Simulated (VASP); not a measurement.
KBr, 2 atoms in the cell. The typed cell holds 2 atoms: a = 4.043 Å, b = 4.043 Å, c = 4.043 Å, α = 90.00°, β = 90.00°, γ = 90.00°. The cell comes from a database or a generator and needn't be the stable form of this composition. The cell isn't the ideal one: atoms moved at random, drawn with an rms of 0.05 Å.

| Item | Value |
| --- | --- |
| Program | VASP 6.6.1 |
| Task | single point |
| Functional | PBE |
| Potentials or basis | VASP PAW PBE potentials, release 64 (Br, K_sv) |
| Cutoff | 520 eV |
| k mesh | 7 × 7 × 7 |
| Occupations | fermi-dirac, width 0.05 eV |
| Spin | no spin polarisation |
| Further INCAR settings | ALGO = Normal; EDIFF = 1e-07; NBANDS = 15 |

Potentials or basis: VASP PAW PBE potentials, release 64 (Br, K_sv).

Command:

```console
$ cat potpaw_PBE.64/Br/POTCAR potpaw_PBE.64/K_sv/POTCAR > POTCAR
$ mpirun -np 1 vasp_std > vasp.out
```

Hardware: 1 thread of AMD EPYC 9R45 (Zen 5), with other jobs on the host.

Question: Estimate the wall time of this run.

Answer: It took 55 s on 1 thread of AMD EPYC 9R45 (Zen 5), with other jobs on the host, peak memory 0.26 GiB. Counts: scf iterations 14, k points 172.
